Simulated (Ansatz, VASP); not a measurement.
**V in VASP and in Ansatz**

The input INCAR:

```
SYSTEM = V
PREC = Accurate ; ENCUT = 520
EDIFF = 1E-7 ; ISMEAR = -1
SIGMA = 0.05 ; LREAL = .FALSE.
LASPH = .TRUE. ; NELM = 150
ALGO = Normal ; ISIF = 2
LWAVE = .FALSE. ; LCHARG = .FALSE.
ISPIN = 2 ; MAGMOM = 2
LORBIT = 11 ; LMAXMIX = 4
GGA = PE ; NBANDS = 16
```

The input KPOINTS:

```
Automatic mesh
0
G
  12 12 12
  0 0 0
```

Contents of POSCAR:

```
V
1.0
   -1.5342779432      1.5342779432      1.5342779432
    1.5342779432     -1.5342779432      1.5342779432
    1.5342779432      1.5342779432     -1.5342779432
V
1
Direct
    0.0000000000      0.0000000000      0.0000000000
```

input.yaml

```yaml
crystal:
  lattice:
    - [-1.5342779432, 1.5342779432, 1.5342779432]
    - [1.5342779432, -1.5342779432, 1.5342779432]
    - [1.5342779432, 1.5342779432, -1.5342779432]
  atoms:
    - { symbol: V, position: [0.0, 0.0, 0.0], spin: 2.0 }
hamiltonian:
  xc: pbe
  pseudopotentials: { kind: paw }
magnetization:
  spin_polarized: true
kpoints:
  mp_grid: { grid: [12, 12, 12] }
scf:
  occupations: { method: fermi_dirac, width: 0.05 }
output:
  forces: true
  stress: true
  eigenvalues: true
```

Change from the starting cell: volume scaled by 1.04.

Alike in both runs: task single point; functional PBE; k mesh 12 × 12 × 12; occupations fermi-dirac, width 0.05 eV; collinear spin, ferromagnetic start.

|  | VASP | Ansatz |
| --- | --- | --- |
| version | VASP 6.6.1 | Ansatz 0.2.0 |
| potentials or method | VASP PAW PBE potentials, release 64 (V_sv) | Ansatz PAW |
| plane-wave cutoff (eV) | 520 | 420 |
| valence electrons in the cell | 13 | 13 |

|  | VASP | Ansatz | Ansatz less VASP |
| --- | --- | --- | --- |
| gap on the k mesh at the Fermi level (eV) | none | none | - |
| pressure (GPa) | -11.0 | -11.2 | -0.18 |
| net moment per atom (μB) | 0.00 | 0.00 | 0.000 |

A gap of «none» marks a metal or a gap that the smearing closes. The functional is the same, so the differences come from potentials, cutoffs and numerics.

Caveats: the starting moments weren't kept (Ansatz).
